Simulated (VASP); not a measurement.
BP: single point with PBEsol

BP:

```
P B
1.0
     0.00000    2.26900    2.26900
     2.26900    0.00000    2.26900
     2.26900    2.26900    0.00000
P B
1 1
Cartesian
  3.4035 3.4035 3.4035
  0.0000 0.0000 0.0000
```

```yaml
Program: VASP 6.6.1
Task: single point
Functional: PBEsol
Potentials_or_basis: VASP PAW PBE potentials, release 64 (P, B)
Cutoff: 520 eV
k_mesh: 10 × 10 × 10
Occupations: fermi-dirac, width 0.05 eV
Spin: no spin polarisation
```

- Pressure: -1.9 GPa
- Band gap on the k mesh: 1.13 eV, indirect (least direct gap 3.36 eV)

Levels at points of the mesh, in eV from the valence-band top:
```
           k point  band 2  band 3  band 4  band 5  band 6  band 7
(0.00, 0.00, 0.00)    0.00    0.00    0.00    3.36    3.36    3.36
(0.50, 0.00, 0.00)   -9.10   -1.77   -1.77    3.73    4.65    4.65
(0.50, 0.50, 0.00)   -8.60   -4.15   -4.15    1.23    1.52   12.10
```

Wall time 8.4 s on 1 thread of Intel(R) Xeon(R) Platinum 8375C CPU @ 2.90GHz (Ice Lake), on a shared host, peak memory 0.13 GiB.

Caveat: the PAW data sets were made with another functional, which shifts forces and pressure a little. Expect the measured gap to be larger: semilocal functionals such as PBEsol lack the derivative discontinuity.
